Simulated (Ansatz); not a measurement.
# TiB2: the cost of one run

Computed with Ansatz 0.2.0, driven from Python. Level of theory: DFT PBEsol, plane waves, PAW.

### Step 1. Starting point

The structure is hexagonal, space group P6/mmm (No. 191). The conventional cell has a = 3.029 Å, b = 3.029 Å, c = 3.228 Å, α = 90.00°, β = 90.00°, γ = 120.00°. Ti (site symmetry 6/mmm) has 12 B at 2.38 Å as nearest neighbours. B (site symmetry -6m2) has 3 B at 1.75 Å and 6 Ti at 2.38 Å as nearest neighbours.

No structure file is read: the coordinates are typed or built in the script.

### Step 2. The script

push_tib2.py

```python
"""Frozen displacement of one atom in TiB2."""

from dataclasses import dataclass

import ansatz
import numpy as np
from pymatgen.core import Lattice, Structure
from pymatgen.io.ase import AseAtomsAdaptor


@dataclass(frozen=True)
class RunConfig:
    occupations: str = "fermi_dirac"
    kgrid: tuple[int, ...] = (11, 11, 9)
    scf_tol: float = 1e-09
    xc: str = "pbesol"
    ecut: int = 550


settings = RunConfig()

pmg_structure = Structure(
    Lattice([(3.0292, 0.0, 0.0), (-1.5146, 2.623364, 0.0), (0.0, 0.0, 3.2284)]),
    ["Ti", "B", "B"],
    [
        (0.0, 0.0, 0.0),
        (1 / 3, 2 / 3, 0.5),
        (2 / 3, 1 / 3, 0.5),
    ],
)
system = ansatz.Crystal.from_ase(AseAtomsAdaptor.get_atoms(pmg_structure))

inverse = np.linalg.inv(np.array(system.lattice.vectors))
home = np.array(system.sites[1].position)
values = np.linspace(-0.02, 0.02, 5)
energies, pulls = [], []
for shift in values:
    moved = system.move(1, to=home + shift * inverse[0])
    calculation = (
        moved.calculation()
        .occupations(settings.occupations)  # smearing steadies the SCF of a metal
        .pseudopotentials("paw")
        .kpoints(*settings.kgrid)
        .scf(tolerance=settings.scf_tol)
        .functional(settings.xc)
        .basis(settings.ecut)  # plane waves up to this kinetic energy
        .forces()
    )
    rep = calculation.run(threads=1, backend="cpu").report
    energies.append(rep["free_energy_ev"])
    pulls.append(rep["forces_ev_ang"][1][0])

# the force is minus the slope of the free energy
print("shift (A)   dE (eV)   force along x (eV/A)")
for shift, e, f in zip(values, energies, pulls):
    print(f"{shift:8.3f} {e - energies[2]:10.5f} {f:12.4f}")
print(f"stiffness from energies {2 * np.polyfit(values, energies, 2)[0]:.3f}, from forces {-np.polyfit(values, pulls, 1)[0]:.3f} eV/A^2")
```

### Step 3. The input behind the calls

The engine receives this input (first run):

```yaml
crystal:
  lattice:
    - [3.0292, 0.0, 0.0]
    - [-1.5146, 2.623364, 0.0]
    - [0.0, 0.0, 3.2284]
  atoms:
    - { symbol: Ti, position: [0.0, 0.0, 0.0] }
    - { symbol: B, position: [0.32673093005854126, 0.6666666666666666, 0.5] }
    - { symbol: B, position: [0.6666666666666666, 0.3333333333333333, 0.5] }
basis:
  ecutwfc: 550.0
kpoints:
  mp_grid:
    grid: [11, 11, 9]
hamiltonian:
  xc: pbesol
  pseudopotentials:
    kind: paw
scf:
  convergence:
    dr2_threshold: 1.0e-09
  occupations:
    method: fermi_dirac
output:
  forces: true
```

### Step 4. Launch

Launch:

```
python push_tib2.py
```

Q: Estimate wall time and peak memory on 1 thread of Arm Neoverse V2, shared host.

About 48 s, with a peak of 0.58 GiB.
